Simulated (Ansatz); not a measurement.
Runs of Ansatz 0.2.0 on Te2Mo. The cell holds a slab with vacuum, 6 atoms: a = 3.560 Å, b = 3.560 Å, c = 24.811 Å, α = 90.00°, β = 90.00°, γ = 120.00°. 

| task | level | cell | cutoff (eV) | points for each segment of the path | gap on the mesh (eV) | relaxed volume (Å³/atom) | largest force (eV/Å) |
| --- | --- | --- | --- | --- | --- | --- | --- |
| band structure | LDA | as given | 420 | 14 | 1.02 | - | (b) |
| relaxation of cell and atoms | r2SCAN | relaxed | 500 | - | (a) | 45.29 | 0.01 |
| band structure | PBEsol | as given | 420 | 14 | 1.02 | - | 0.16 |
| band structure | r2SCAN | as given | 500 | 14 | 1.10 | - | 0.02 |
| relaxation of cell and atoms | LDA | relaxed | 420 | - | 0.99 | 41.43 | - |

Alike in all rows: potentials or basis Ansatz PAW; no spin polarisation; k mesh 9 × 9 × 2; smearing fermi-dirac 0.05 eV.

Estimate the missing entries.

(a) 1.09; (b) 0.41.

Caveats: spin-orbit coupling is left out, which moves the levels of the heavy elements; the PAW data sets come from PBE, with cores solved anew for the run's functional, which leaves a small shift of forces and pressure; odd divisions of the mesh miss points on the zone boundary, where band edges often lie, so the gap on the mesh can be too wide (some runs); the plane-wave basis is chosen anew once the cell has moved, so the energies of steps on either side of that aren't comparable (some runs).

A k mesh can miss the band edges, and the runs leave out spin-orbit coupling on Mo, Te.

Not every run made on this cell is shown here.
